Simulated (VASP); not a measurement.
Set up this calculation in VASP 6.6.1, as the native input.

* Task: single point
* Functional: PBEsol
* Potentials or basis: VASP PAW PBE potentials, release 64 (Hf_pv)
* Cutoff: 520 eV
* k mesh: 22 × 22 × 22
* Occupations: gaussian, width 0.1 eV
* Spin: no spin polarisation
* Dipole correction: no
* Further INCAR settings: ALGO = Fast; EDIFF = 1e-06; NBANDS = 11

The structure of Hf lies in POSCAR:

```
Hf
1.0
   -1.7448900102      1.7448900102      1.7448900102
    1.7448900102     -1.7448900102      1.7448900102
    1.7448900102      1.7448900102     -1.7448900102
Hf
1
Direct
    0.0000000000      0.0000000000      0.0000000000
```

The cell was built by a generator and needn't be a form met in nature.

One way to write it, as run:

INCAR

```
ALGO = Fast
EDIFF = 1E-6
ENCUT = 520
GGA = PS
ISIF = 2
ISMEAR = 0
LASPH = T
LCHARG = F
LREAL = F
LWAVE = F
NBANDS = 11
NELM = 100
PREC = Accurate
SIGMA = 0.1
```

KPOINTS

```
k-points
0
Gamma
  22 22 22
```

Potentials or basis: VASP PAW PBE potentials, release 64 (Hf_pv).

The run is started by

```console
$ cat potpaw_PBE.64/Hf_pv/POTCAR > POTCAR
$ mpirun -np 1 vasp_std > vasp.out
```

It gave:

```yaml
Pressure: -0.2 GPa
Band_gap_on_the_k_mesh: none (metal or under the smearing width)
```

Caveat: the PAW data sets were made with another functional, which shifts forces and pressure a little.

Wall time 20 s on 1 thread of Intel(R) Xeon(R) 6975P-C (Granite Rapids), with other jobs on the host, peak memory 0.19 GiB.
